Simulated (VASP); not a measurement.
# Sc in VASP: notebook

Runs on Sc. Level: PBE. Tasks: single point.

All numbers are computed with VASP 6.6.1; they aren't measurements. Logs are shortened: lines on timing, memory, paths and dates and some standing lists are left out, and cuts for length are marked.

### Step 1. The cell of the first run

The cell holds a slab with vacuum, 8 atoms: a = 6.639 Å, b = 5.163 Å, c = 19.113 Å, α = 90.00°, β = 90.00°, γ = 90.00°.

The slab is cut from a database's or a generator's crystal, which needn't be the stable form of the element.

### Step 2. Single point, PBE (the clean substrate in the cell of the map)

INCAR

```
  ALGO = Fast
  DIPOL = 0.5 0.5 0.303
  EDIFF = 1E-6
  ENCUT = 520
  GGA = PE
  IDIPOL = 3
  ISIF = 2
  ISMEAR = 0
  LASPH = True
  LCHARG = False
  LDIPOL = True
  LREAL = False
  LWAVE = False
  NBANDS = 54
  NELM = 100
  PREC = Accurate
  SIGMA = 0.1
```

KPOINTS

```
k-points
0
Gamma
  4 5 1
```

POSCAR

```
Sc
1.0
    6.6389479791      0.0000000000      0.0000000000
    0.0000000000      5.1626219083      0.0000000000
    0.0000000000      0.0000000000     19.1132872497
Sc
8
Direct
    0.0000000000      0.7500000000      0.2092784955
    0.5000000000      0.7500000000      0.2092784955
    0.2500000000      0.2500000000      0.2594137541
    0.7500000000      0.2500000000      0.2594137541
    0.2500000000      0.7500000000      0.3452852846
    0.7500000000      0.7500000000      0.3452852846
    0.0000000000      0.2500000000      0.3983243254
    0.5000000000      0.2500000000      0.3983243254
```

Potentials or basis: VASP PAW PBE potentials, release 64 (Sc_sv).

On the command line:

```
cat potpaw_PBE.64/Sc_sv/POTCAR > POTCAR
mpirun -np 1 vasp_std > vasp.out
```

OUTCAR:

```text
EDIFF = 1E-6
   ENCUT = 520
   GGA = PE
   ISIF = 2
   ISMEAR = 0
   LASPH = True
   LREAL = False
   NELM = 100
   PREC = Accurate

 ion  position               nearest neighbor table
   1  0.000  0.750  0.209-   5 3.08   6 3.08   3 3.21   4 3.21   3 3.21   4 3.21   2 3.32   2 3.32

   2  0.500  0.750  0.209-   5 3.08   6 3.08   3 3.21   4 3.21   3 3.21   4 3.21   1 3.32   1 3.32

   3  0.250  0.250  0.259-   5 3.06   5 3.06   8 3.13   7 3.13   1 3.21   1 3.21   2 3.21   2 3.21
                             4 3.32   4 3.32
   4  0.750  0.250  0.259-   6 3.06   6 3.06   8 3.13   7 3.13   1 3.21   1 3.21   2 3.21   2 3.21
                             3 3.32   3 3.32
   5  0.250  0.750  0.345-   3 3.06   3 3.06   1 3.08   2 3.08   8 3.23   7 3.23   7 3.23   8 3.23
                             6 3.32   6 3.32
   6  0.750  0.750  0.345-   4 3.06   4 3.06   1 3.08   2 3.08   8 3.23   7 3.23   7 3.23   8 3.23
                             5 3.32   5 3.32
   7  0.000  0.250  0.398-   3 3.13   4 3.13   5 3.23   6 3.23   5 3.23   6 3.23   8 3.32   8 3.32
[... 10 lines left out ...]
 A1 = (   0.0000000000,  -5.1626219083,   0.0000000000)
 A2 = (   6.6389479791,   0.0000000000,   0.0000000000)
 A3 = (   0.0000000000,   0.0000000000,  19.1132872497)

Analysis of symmetry for initial positions (statically):
=====================================================================
 Subroutine PRICEL returns following result:

  LATTYP: Found a simple orthorhombic cell.
 ALAT       =     3.3194739896
 B/A-ratio  =     1.5552530083
 C/A-ratio  =     5.7579264998

  Lattice vectors:

 A1 = (   3.3194739896,   0.0000000000,   0.0000000000)
 A2 = (   0.0000000000,   5.1626219083,   0.0000000000)
 A3 = (   0.0000000000,   0.0000000000,  19.1132872497)

   2 primitive cells build up your supercell.

 Routine SETGRP: Setting up the symmetry group for a
 simple orthorhombic supercell.

 Subroutine GETGRP returns: Found  4 space group operations
 (whereof  2 operations were pure point group operations)
 out of a pool of  8 trial point group operations.

The static configuration has the point symmetry C_1h.
 The point group associated with its full space group is C_2v.

Analysis of symmetry for dynamics (positions and initial velocities):
=====================================================================
 Subroutine PRICEL returns following result:

  LATTYP: Found a simple orthorhombic cell.
 ALAT       =     3.3194739896
 B/A-ratio  =     1.5552530083
 C/A-ratio  =     5.7579264998

  Lattice vectors:

 A1 = (   3.3194739896,   0.0000000000,   0.0000000000)
[... 116 lines left out ...]
   ISMEAR =     0;   SIGMA  =   0.10  broadening in eV -4-tet -1-fermi 0-gaus
   EFERMI_NEDOS =   21; number of points for ismear=-14 and -15
   IALGO  =     68    algorithm
   IMIX   =      4    mixing-type and parameters
     AMIX     =   0.40;   BMIX     =  1.00
     AMIX_MAG =   1.60;   BMIX_MAG =  1.00
  volume/ion in A,a.u.               =      81.89       552.60
  Fermi-wavevector in a.u.,A,eV,Ry     =   0.838431  1.584405  9.564444  0.702967
  Thomas-Fermi vector in A             =   1.952484
   LORBIT       =      0    0 simple, 1 ext, 2 COOP (PROOUT), +10 PAW based schemes
   GGA     = PE    functional components
   LHFCALC =     F    Hartree Fock is set to
   AEXX    =    0.0000 exact exchange contribution
   IVDW    =     0    specifies the selected vdW correction
   LEPSILON=     F    determine dielectric tensor
   LRPA    =     F    only Hartree local field effects (RPA)
 non-spin polarized calculation
 RMM-DIIS sequential band-by-band and
 Gauss-broadening in eV      SIGMA  =   0.10
  energy-cutoff  :      520.00
  volume of cell :      655.10
 maximum number of plane-waves:     17709
 NGX is ok and might be reduce to    50
   NGX = 25   NGY = 19   NGZ = 71

 dipolmoment           0.000000      0.000000      0.144706 electrons x Angstroem

 number of electron      87.9999996 magnetization

 dipolmoment           0.000000      0.000000     -0.003670 electrons x Angstroem

 Free energy of the ion-electron system (eV)
  ---------------------------------------------------
  ext. energy  EPLUGINS =         0.00000000
  ---------------------------------------------------
  free energy    TOTEN  =       -45.15510200 eV

  energy without entropy =      -45.08172389  energy(sigma->0) =      -45.11841294

 E-fermi :  -1.1890     XC(G=0):  -3.9605

 val. band max:       -1.1934353618   @ k =   0.2500   0.4000   0.0000
 cond. band min:      -1.1502478717   @ k =   0.0000   0.4000   0.0000
 fundamental gap:      0.0431874902
 Fermi energy:        -1.1889803661

 k-point     1 :       0.0000    0.0000    0.0000
  band No.  band energies     occupation
      1     -51.0491      2.00000
      2     -51.0318      2.00000
      3     -50.9919      2.00000
      4     -50.9741      2.00000
      5     -50.5294      2.00000
      6     -50.5161      2.00000
[... 502 lines left out ...]
     53      -0.2705      0.00000
     54      -0.1495      0.00000

------------------------ aborting loop because EDIFF is reached ----------------------------------------

 vacuum level on the upper side and lower side of the slab       (xc-potential included)        -0.158        -0.137

  FORCE on cell =-STRESS in cart. coord.  units (eV):
  Direction    XX          YY          ZZ          XY          YZ          ZX
  --------------------------------------------------------------------------------------
  -------------------------------------------------------------------------------------
  Total       -0.1094108     -3.5637359      0.5299751      0.0000000      0.0000000      0.0000000
  in kB       -0.2675874     -8.7158776      1.2961673      0.0000000      0.0000000      0.0000000
  external PRESSURE =      -2.5624325 kB  Pullay stress =       0.0000000 kB

 VOLUME and BASIS-vectors are now :
 -----------------------------------------------------------------------------
  energy-cutoff  :      520.00
  volume of cell :      655.10
      direct lattice vectors                 reciprocal lattice vectors
     6.638947979  0.000000000  0.000000000     0.150626274  0.000000000  0.000000000
     0.000000000  5.162621908  0.000000000     0.000000000  0.193700026  0.000000000
     0.000000000  0.000000000 19.113287250     0.000000000  0.000000000  0.052319624

 POSITION                                       TOTAL-FORCE (eV/Angst)
 -----------------------------------------------------------------------------------
      0.00000      3.87197      4.00000         0.000000      0.000000     -0.231504
      3.31947      3.87197      4.00000         0.000000     -0.000000     -0.231504
      1.65974      1.29066      4.95825        -0.000000     -0.000000      0.186656
      4.97921      1.29066      4.95825        -0.000000     -0.000000      0.186656
      1.65974      3.87197      6.59954        -0.000000      0.000000      0.028325
      4.97921      3.87197      6.59954        -0.000000      0.000000      0.028325
      0.00000      1.29066      7.61329        -0.000000      0.000000      0.016523
      3.31947      1.29066      7.61329        -0.000000      0.000000      0.016523
 -----------------------------------------------------------------------------------
    total drift:                               -0.000000     -0.000000      0.000263

  FREE ENERGIE OF THE ION-ELECTRON SYSTEM (eV)
  ---------------------------------------------------
  free  energy   TOTEN  =       -45.1551020028 eV

  energy  without entropy=      -45.0817238869  energy(sigma->0) =      -45.11841294

 vacuum level on the upper side and lower side of the slab         2.136         2.158
```

stdout:

```text
POSCAR found type information on POSCAR Sc
 POSCAR found :  1 types and       8 ions
 scaLAPACK will be used
 LDA part: xc-table for (Slater+PW92), standard interpolation
 POSCAR, INCAR and KPOINTS ok, starting setup
 FFT: planning ... GRIDC
 FFT: planning ... GRID_SOFT
 FFT: planning ... GRID
 WAVECAR not read
 entering main loop
```

Wall time 34 min (1 thread of Intel Xeon Platinum 8175M at 2.50GHz (Skylake/Cascade Lake), shared host); peak memory 0.7 GiB.

Results:

```yaml
Free_energy: -45.1551 eV
Largest_force: 0.232 eV/Å
Band_gap_on_the_k_mesh: none (metal or under the smearing width)
```

Forces on the atoms (eV/Å):
```
Sc   0.000  0.000 -0.232
Sc   0.000  0.000 -0.232
Sc   0.000  0.000  0.187
Sc   0.000  0.000  0.187
Sc   0.000  0.000  0.028
Sc   0.000  0.000  0.028
Sc   0.000  0.000  0.017
Sc   0.000  0.000  0.017
```

### Step 3. Single point, PBE (clean slab, lower half held)

INCAR

```
SYSTEM = Sc
ALGO = Fast
DIPOL = 0.5 0.5 0.493
EDIFF = 1E-7
ENCUT = 520
GGA = PE
IDIPOL = 3
ISIF = 2
ISMEAR = 0
LASPH = .True.
LCHARG = .True.
LDIPOL = .True.
LELF = .True.
LREAL = .False.
LVACPOTAV = .True.
LVHAR = .True.
LWAVE = .False.
NBANDS = 30
NELM = 80
PREC = Accurate
SIGMA = 0.1
```

KPOINTS

```
k-points
0
Gamma
  9 6 1
  0 0 0
```

POSCAR

```
Sc
1.0
    3.3194739895      0.0000000000      0.0000000000
    0.0000000000      5.1626219083      0.0000000000
    0.0000000000      0.0000000000     17.8329984028
Sc
4
Direct
    0.0000000000      0.7500000000      0.3925307367
    0.5000000000      0.2500000000      0.4462653683
    0.5000000000      0.7500000000      0.5383018947
    0.0000000000      0.2500000000      0.5951487804
```

Potentials or basis: VASP PAW PBE potentials, release 64 (Sc_sv).

On the command line:

```
cat potpaw_PBE.64/Sc_sv/POTCAR > POTCAR
mpirun -np 1 vasp_std > vasp.out
```

Run time: 17 min. Hardware: 1 thread of Intel Xeon Platinum 8175M at 2.50GHz (Skylake/Cascade Lake), shared host; peak memory 0.46 GiB.

Results (log left out):

```
Free energy                     : -22.5802 eV
Largest force                   : 0.226 eV/Å
Band gap on the k mesh          : none (metal or under the smearing width)
Work function of the upper face : 3.47 eV
Work function of the lower face : 3.48 eV
```

Forces on the atoms (eV/Å):
```
Sc   0.000  0.000 -0.226
Sc   0.000  0.000  0.209
Sc   0.000  0.000  0.005
Sc   0.000  0.000  0.013
```

Levels at points of the mesh, in eV from the Fermi level:
```tsv
k point	band 20	band 21	band 22	band 23	band 24	band 25
(0.00, 0.00, 0.00)	-1.00	-0.37	-0.14	0.29	0.92	1.03
(0.00, 0.50, 0.00)	-1.73	-0.20	-0.19	0.55	0.56	0.99
```
